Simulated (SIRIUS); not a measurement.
# Sb (P-1) in SIRIUS: single point with PBE

Aim: the single point of Sb with PBE.

All numbers are computed with SIRIUS 7.10.0; they aren't measurements. Logs are shortened: lines on timing, memory, paths and dates and some standing lists are left out, and cuts for length are marked. The log counts tension as positive stress, the text compression.

## 1. The cell of the first run

The typed cell holds 1 atom: a = 3.522 Å, b = 3.450 Å, c = 3.545 Å, α = 125.91°, β = 127.32°, γ = 78.25°.

This isn't the form of Sb at room conditions, which is rhombohedral.

## 2. Single point, PBE (cell strained at random at fixed volume)

sirius.json reads:

```json
{
  "control": {
    "processing_unit": "cpu",
    "verbosity": 2,
    "num_bands_to_print": 14,
    "print_forces": true,
    "print_stress": true
  },
  "parameters": {
    "electronic_structure_method": "pseudopotential",
    "xc_functionals": ["XC_GGA_X_PBE", "XC_GGA_C_PBE"],
    "gk_cutoff": 9.0,
    "pw_cutoff": 18.0,
    "ngridk": [10, 10, 12],
    "shiftk": [0, 0, 0],
    "smearing": "fermi_dirac",
    "smearing_width": 0.0018374661,
    "num_bands": 14,
    "num_mag_dims": 0,
    "num_dft_iter": 100,
    "energy_tol": 1e-08,
    "density_tol": 1e-06
  },
  "iterative_solver": {
    "type": "davidson",
    "min_tolerance": 1e-09,
    "tolerance_scale": [0.1, 0.25]
  },
  "mixer": {
    "type": "anderson",
    "beta": 0.7,
    "max_history": 8
  },
  "settings": {
    "tol_ne": 1e-10,
    "pseudo_grid_cutoff": 6.5
  },
  "unit_cell": {
    "lattice_vectors": [
      [-3.016496113421, 2.938316253919, 5.153935097367],
      [2.905654227581, -2.896846214114, 5.066187554497],
      [3.105787562536, 2.985927903629, -5.12968424201]
    ],
    "atom_coordinate_units": "lattice",
    "atom_types": ["Sb"],
    "atom_files": {
      "Sb": "Sb.json"
    },
    "atoms": {
      "Sb": [
        [0.01785, 0.004628, 0.017022]
      ]
    }
  }
}
```

Potentials or basis: PseudoDojo 0.4.1 PBE standard (scalar relativistic).

Run with:

```bash
> upf_to_json Sb.upf
> OMP_NUM_THREADS=1 sirius.scf --input=sirius.json --output=out.json --task=0
```

What it wrote:

```text
[info] SIRIUS version : 7.10.0
[info] number of MPI ranks           : 1
[info] MPI grid                      : 1 1
[info] maximum number of OMP threads : 1
[fft] FFT context for density and potential
[fft] =====================================
[fft]   comm size                             : 1
[fft]   plane wave cutoff                     : 18
[fft]   grid size                             : 45 40 45   total : 81000
[fft]   grid limits                           : -22 22   -19 20   -22 22
[fft]   number of G-vectors within the cutoff : 8945
[fft]   local number of G-vectors             : 8945
[fft]   number of G-shells                    : 8945
[fft] FFT context for coarse grid
[fft] =====================================
[fft]   comm size                             : 1
[fft]   plane wave cutoff                     : 18
[fft]   grid size                             : 45 40 45   total : 81000
[fft]   grid limits                           : -22 22   -19 20   -22 22
[fft]   number of G-vectors within the cutoff : 8945
[fft]   local number of G-vectors             : 8945
[fft]   number of G-shells                    : 8945
[unit cell] lattice vectors
[unit cell]   a1 :      -3.0164961134      2.9383162539      5.1539350974
[unit cell]   a2 :       2.9056542276     -2.8968462141      5.0661875545
[unit cell]   a3 :       3.1057875625      2.9859279036     -5.1296842420
[unit cell] reciprocal lattice vectors
[unit cell]   b1 :      -0.0092342220      1.0582290600      0.6103915951
[unit cell]   b2 :       1.0520924309     -0.0184209933      0.6262708730
[unit cell]   b3 :       1.0297914549      1.0450389212      0.0069281185
[unit cell] unit cell volume :       181.92113151 [a.u.^3]
[unit cell] 1/sqrt(omega)    :         0.07414100
[unit cell] MT volume        :         0.00000000 ( 0.00%)
[unit cell] IT volume        :       181.92113151 (100.00%)
[unit cell] number of atom types : 1
[unit cell] type id : 0 symbol : Sb mt_radius :  14.330000 num_atoms : 1
[unit cell] total number of atoms : 1
[unit cell] number of symmetry classes : 1
[unit cell] number of PAW atoms : 0
[unit cell] atom id  type id  class id             position                      vector_field
[unit cell] ------------------------------------------------------------------------------------------
[unit cell]      0        0        0      0.01785   0.00463   0.01702      0.00000   0.00000   0.00000
[unit cell] atom id         position (Cartesian, a.u.)
[unit cell] ---------------------------------------------
[unit cell]      0       0.012470    0.089869    0.028127
[unit cell] class id : 0 atom id : 0
[unit cell] minimum bond length:     5.924967
[unit cell] total number of pseudo wave-functions: 9
[sym] space group number   : 2
[sym] international symbol : P-1
[sym] Hall symbol          : -P 1
[sym] space group transformation matrix :
[sym]   1.0000  0.0000  0.0000
[sym]   1.0000  0.0000 -1.0000
[sym]   1.0000  1.0000 -1.0000
[sym] space group origin shift :
[sym]   0.9821  0.9992  0.9945
[sym] number of space group operations  : 2
[sym] number of magnetic group operations : 2
[sym] metric tensor error: 0.0000e+00
[sym] rotation matrix error: 5.5511e-16
[sym] symmetry operations
[... list of symmetry operations ...]
[atom type] label          : Sb
[atom type] --------------------------------------------------------------------------------
[atom type] symbol         : Sb
[atom type] name           :
[atom type] zn             : 15
[atom type] mass           : 0
[atom type] mt_radius      : 14.33
[atom type] num_mt_points  : 1434
[atom type] grid_origin    : 0
[... 143 lines left out ...]
[find] <mag|B^{XC}>                   :       0.00000000
[find] <rho|V^{H}>                    :      39.53501130
[find] one-electron contribution      :     -30.69745373 (Ha),     -61.39490746 (Ry)
[find] hartree contribution           :      19.76750565
[find] xc contribution                :     -22.74549780
[find] ewald contribution             :     -57.26336476
[find] PAW contribution               :       0.00000000
[find] smearing (-TS)                 :      -0.00016531
[find] SCF correction                 :      -0.00473829
[find] Total energy                   :     -90.94354892 (Ha),    -181.88709784 (Ry)
[find] Free energy (E-TS)             :     -90.94371423 (Ha),    -181.88742846 (Ry)
[find] band gap (eV)                  :       0.00000000
[find] Efermi                         :       0.44620973
[find] iteration : 1, RMS : 4.367611000069e-04, energy difference : -1.250182704169e-03
[find] Hartree energy of density residual : 1.549650432070e-06
[find] | SCF iteration   2 out of 100|
[diagonalize] iterative solver tolerance (occupied, empty): 3.67759e-05 3.67759e-05
[diagonalize] average number of iterations: 3.79801
[... levels, occupations and energy terms ...]
[find] Total energy                   :     -90.94360543 (Ha),    -181.88721086 (Ry)
[find] Free energy (E-TS)             :     -90.94377119 (Ha),    -181.88754238 (Ry)
[find] band gap (eV)                  :       0.00000000
[find] Efermi                         :       0.44590058
[find] iteration : 2, RMS : 6.187026331141e-05, energy difference : -5.651083432667e-05
[find] Hartree energy of density residual : 1.023866928897e-08
[find] | SCF iteration   3 out of 100|
[diagonalize] iterative solver tolerance (occupied, empty): 6.18703e-06 6.18703e-06
[diagonalize] average number of iterations: 3.23179
[find] Total energy                   :     -90.94361605 (Ha),    -181.88723211 (Ry)
[find] Free energy (E-TS)             :     -90.94378191 (Ha),    -181.88756382 (Ry)
[find] band gap (eV)                  :       0.00000000
[find] Efermi                         :       0.44587160
[find] iteration : 3, RMS : 1.168980092842e-05, energy difference : -1.062056118428e-05
[find] Hartree energy of density residual : 2.694726341710e-11
[find] | SCF iteration   4 out of 100|
[diagonalize] iterative solver tolerance (occupied, empty): 1.16898e-06 1.16898e-06
[... 29 lines left out ...]
[find] Free energy (E-TS)             :     -90.94378383 (Ha),    -181.88756766 (Ry)
[find] band gap (eV)                  :       0.00000000
[find] Efermi                         :       0.44588520
[find] iteration : 7, RMS : 8.690554189997e-08, energy difference : -2.704467760850e-09
[find] Hartree energy of density residual : 2.289769595584e-13
[find] | SCF iteration   8 out of 100|
[diagonalize] iterative solver tolerance (occupied, empty): 4.21529e-09 4.21529e-09
[diagonalize] average number of iterations: 2.59437
[find] Total energy                   :     -90.94361800 (Ha),    -181.88723600 (Ry)
[find] Free energy (E-TS)             :     -90.94378383 (Ha),    -181.88756766 (Ry)
[find] band gap (eV)                  :       0.00000000
[find] Efermi                         :       0.44588530
[find] iteration : 8, RMS : 1.877736483599e-08, energy difference : -8.378719940083e-10
[find] Hartree energy of density residual : 3.340355089354e-15
[find] bands are converged : true
[find] iterative solver converged : false
[find] +------------------------------+
[find] | SCF iteration   9 out of 100|
[find] +------------------------------+
[diagonalize] iterative solver tolerance (occupied, empty): 1.05382e-09 1.05382e-09
[diagonalize] average number of iterations: 2.8096
[diagonalize] Lowest band energies
[diagonalize] ik:    0   -0.633379   -0.631887   -0.630738   -0.630520   -0.628600   -0.029158    0.617111    0.639789    0.653783    0.808778    0.848392    0.852748    0.854767    0.862101
[diagonalize] ik:    1   -0.633012   -0.631803   -0.630687   -0.630528   -0.628714   -0.021756    0.579947    0.613184    0.637741    0.788919    0.818113    0.852784    0.856886    0.872211
[diagonalize] ik:    2   -0.632448   -0.631390   -0.630566   -0.630361   -0.628986    0.000306    0.474942    0.577357    0.634929    0.741968    0.804053    0.855394    0.896181    0.912173
[diagonalize] ik:    3   -0.632346   -0.631263   -0.630223   -0.629506   -0.629181    0.036220    0.369058    0.546229    0.634405    0.708844    0.801127    0.855483    0.889352    0.935504
[diagonalize] ik:    4   -0.632419   -0.631329   -0.630301   -0.629161   -0.628310    0.082078    0.279197    0.525407    0.636153    0.689314    0.809867    0.853666    0.855943    0.892904
[diagonalize] ...
[diagonalize] ik:  599   -0.632409   -0.631235   -0.630133   -0.629031   -0.628317    0.110268    0.254498    0.462549    0.616961    0.731021    0.780201    0.855603    0.883876    0.911314
[diagonalize] ik:  600   -0.632502   -0.630837   -0.629670   -0.629500   -0.628861    0.101283    0.299392    0.393417    0.579702    0.720157    0.854658    0.861148    0.960618    0.992722
[diagonalize] ik:  601   -0.632872   -0.631452   -0.629574   -0.629139   -0.628620    0.099146    0.297711    0.400032    0.546209    0.688618    0.855404    0.864950    1.011901    1.059109
[diagonalize] ik:  602   -0.633643   -0.632111   -0.629024   -0.628801   -0.628295    0.103772    0.256415    0.476176    0.524447    0.669309    0.746083    0.855606    1.147838    1.167828
[diagonalize] ik:  603   -0.634063   -0.632257   -0.628854   -0.628641   -0.628138    0.107569    0.238874    0.515918    0.532290    0.662360    0.677496    0.855604    1.224306    1.243853
[find] Charges and magnetic moments
[find] --------------------------------------------------------------------------------
[find] total charge          : 15.000000
[find] Energy
[find] --------------------------------------------------------------------------------
[find] valence_eval_sum               :      -5.05119500
[find] <rho|V^{XC}>                   :     -13.88431811
[find] <rho|E^{XC}>                   :     -22.74582312
[find] <mag|B^{XC}>                   :       0.00000000
[find] <rho|V^{H}>                    :      39.53510827
[find] one-electron contribution      :     -30.70198516 (Ha),     -61.40397032 (Ry)
[find] hartree contribution           :      19.76755414
[find] xc contribution                :     -22.74582312
[find] ewald contribution             :     -57.26336476
[find] PAW contribution               :       0.00000000
[find] smearing (-TS)                 :      -0.00016583
[find] SCF correction                 :       0.00000090
[find] Total energy                   :     -90.94361800 (Ha),    -181.88723600 (Ry)
[find] Free energy (E-TS)             :     -90.94378383 (Ha),    -181.88756766 (Ry)
[find] band gap (eV)                  :       0.00000000
[find] Efermi                         :       0.44588529
[find] iteration : 9, RMS : 1.450717322599e-08, energy difference : -1.278976924368e-10
[find] Hartree energy of density residual : 1.741901753997e-14
[find] bands are converged : true
[find] iterative solver converged : true
[find] converged after 10 SCF iterations!
[find] Charges and magnetic moments
[find] --------------------------------------------------------------------------------
[find] total charge          : 15.000000
[find] Energy
[find] --------------------------------------------------------------------------------
[find] valence_eval_sum               :      -5.05119500
[find] <rho|V^{XC}>                   :     -13.88431811
[find] <rho|E^{XC}>                   :     -22.74582312
[find] <mag|B^{XC}>                   :       0.00000000
[find] <rho|V^{H}>                    :      39.53510827
[find] one-electron contribution      :     -30.70198516 (Ha),     -61.40397032 (Ry)
[find] hartree contribution           :      19.76755414
[find] xc contribution                :     -22.74582312
[find] ewald contribution             :     -57.26336476
[find] PAW contribution               :       0.00000000
[find] smearing (-TS)                 :      -0.00016583
[find] SCF correction                 :       0.00000090
[find] Total energy                   :     -90.94361800 (Ha),    -181.88723600 (Ry)
[find] Free energy (E-TS)             :     -90.94378383 (Ha),    -181.88756766 (Ry)
[find] band gap (eV)                  :       0.00000000
[find] Efermi                         :       0.44588529
[ground_state] === stress tensor components [kbar] ===
[ground_state] === stress_kin ===
[ground_state] -57433.393674   -6.825087    5.360655
[ground_state]    -6.825087-57436.196385    0.019215
[ground_state]     5.360655    0.019215-57448.875285
[ground_state] === stress_har ===
[ground_state] -10916.431787  -64.499907 -161.094907
[ground_state]   -64.499907-11389.422063   62.764757
[ground_state]  -161.094907   62.764757-9663.024128
[ground_state] === stress_ewald ===
[ground_state] 30405.771222 -114.747063 -281.445064
[ground_state]  -114.74706329554.756442  110.499387
[ground_state]  -281.445064  110.49938732648.072666
[ground_state] === stress_vloc ===
[ground_state]  5493.507614  175.641458  434.581804
[ground_state]   175.641458 6807.592428 -170.746035
[ground_state]   434.581804 -170.746035 1952.525904
[ground_state] === stress_xc ===
[ground_state] -13926.575933   -0.063649   -0.180707
[ground_state]    -0.063649-13927.450506    0.085318
[ground_state]    -0.180707    0.085318-13922.516493
[ground_state] === stress_core ===
[ground_state] 21571.968364    0.095900    0.017868
[ground_state]     0.09590021572.113654   -0.027454
[ground_state]     0.017868   -0.02745421571.582252
[ground_state] === stress_nonloc ===
[ground_state] 24796.602040    0.607398    1.964581
[ground_state]     0.60739824790.058661   -0.327340
[ground_state]     1.964581   -0.32734024847.202446
[ground_state] === stress_us_nl ===
[ground_state] 24796.602040    0.607398    1.964581
[ground_state]     0.60739824790.058661   -0.327340
[ground_state]     1.964581   -0.32734024847.202446
[ground_state] === stress_total ===
[ground_state]    -8.552153   -9.790950   -0.795769
[ground_state]    -9.790950  -28.547768    2.267848
[ground_state]    -0.795769    2.267848  -15.032639
[ground_state] ==== total Forces in Ha/bohr =====
[ground_state] atom:    0, force:       0.0000000      0.0000000      0.0000000
[... 8 lines left out ...]
[ground_state] ==== Ewald forces from ions =====
[ground_state] atom:    0, force:       0.0000000      0.0000000      0.0000000
[~DFT_ground_state] local op. applied: 210509
[~DFT_ground_state] evp. work count: 61050.5
[~DFT_ground_state] number of iterative solver steps: 23539
```

Wall time 7.2 min (1 thread of Arm Neoverse V1, shared host); peak memory 1.8 GiB.

Results:

```
Free energy            : -2474.7064 eV
Pressure               : 1.7 GPa
Band gap on the k mesh : none (metal or under the smearing width)
```

Stress tensor (GPa, compression positive):
```
 0.86  0.98  0.08
 0.98  2.85 -0.23
 0.08 -0.23  1.50
```

The run has no spin-orbit coupling, so splittings on Sb are missing.
